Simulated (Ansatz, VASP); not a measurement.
## TaN: VASP beside Ansatz

```
Ta N
1.0
     0.00000    2.18624    2.18624
     2.18624    0.00000    2.18624
     2.18624    2.18624    0.00000
Ta N
1 1
Direct
  0.50000 0.50000 0.50000
  0.00000 0.00000 0.00000
```

Change from the starting cell: volume scaled by 1.01, crystal datasets.

Alike in both runs: task electric field gradients; functional PBE; k mesh 9 × 9 × 9; occupations fermi-dirac, width 0.02 eV; no spin polarisation.

|  | VASP | Ansatz |
| --- | --- | --- |
| version | VASP 6.6.1 | Ansatz 0.2.0 |
| potentials or method | VASP PAW PBE potentials, release 64 (Ta_pv, N), cutoff 520 eV | all-electron PAW with datasets made for the crystal, scalar-relativistic |

|  | VASP | Ansatz | Ansatz less VASP |
| --- | --- | --- | --- |
| pressure (GPa) | 11.6 | 10.7 | -0.84 |
| Vzz of the field gradient on the site that differs most (V/Å²) | 0.0 | 0.0 | 0.00 |

Ansatz ran all-electron here, so the differences hold the error of VASP's frozen core and of both bases. Ansatz warned: «gradients_without_spin_orbit».

Spin-orbit coupling is left out, which matters for the levels of Ta.
